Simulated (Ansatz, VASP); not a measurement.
## KI: VASP beside Ansatz

The input INCAR:

```
PREC = Accurate
ENCUT = 520
EDIFF = 1E-6
ISMEAR = 0
SIGMA = 0.05
LREAL = False
LASPH = True
NELM = 100
ALGO = Normal
ISIF = 2
LWAVE = False
LCHARG = False
GGA = PE
NBANDS = 15
```

KPOINTS

```
Automatic mesh
0
Gamma
  6 6 6
```

Contents of POSCAR:

```
KI
1.0
    0.0000000000      3.5245500000      3.8065140000
    3.5245500000      0.0000000000      3.8065140000
    3.5245500000      3.5245500000      0.0000000000
K I
1 1
Direct
    0.0000000000      0.0000000000      0.0000000000
    0.5000000000      0.5000000000      0.5000000000
```

Input for Ansatz:

```yaml
crystal:
  lattice:
    - [0.0, 3.52455, 3.806514]
    - [3.52455, 0.0, 3.806514]
    - [3.52455, 3.52455, 0.0]
  atoms:
    - { symbol: K, position: [0.0, 0.0, 0.0] }
    - { symbol: I, position: [0.5, 0.5, 0.5] }
basis:
  ecutwfc: 420
kpoints:
  mp_grid: { grid: [6, 6, 6] }
hamiltonian:
  xc: pbe
scf:
  occupations: { method: gaussian, width: 0.05 }
output:
  forces: true
  stress: true
  eigenvalues: true
  write_density: true
  write_potential: true
  elf: true
  volumetric_format: npy
```

Change from the starting cell: strain +0.000 along x and y, +0.080 along z, atoms carried along.

Alike in both runs: task single point; functional PBE; k mesh 6 × 6 × 6; occupations gaussian, width 0.05 eV; no spin polarisation.

|  | VASP | Ansatz |
| --- | --- | --- |
| version | VASP 6.6.1 | Ansatz 0.2.0 |
| potentials or method | VASP PAW PBE potentials, release 64 (K_sv, I) | scalar-relativistic, plane waves, PAW |
| plane-wave cutoff (eV) | 520 | 420 |
| valence electrons in the cell | 16 | 26 |

|  | VASP | Ansatz | Ansatz less VASP |
| --- | --- | --- | --- |
| gap on the k mesh at the Fermi level (eV) | 3.80 | 3.81 | +0.004 |
| least direct gap on the mesh (eV) | 3.80 | 3.81 | +0.004 |
| pressure (GPa) | 0.0 | 0.0 | -0.03 |
| largest component of the traceless stress (GPa) | 0.81 | 0.80 | -0.011 |

The functional is the same, so the differences come from potentials, cutoffs and numerics. The two sets of potentials don't hold the same shells in valence.

Caveats: spin-orbit coupling is left out, which moves the levels of the heavy elements.
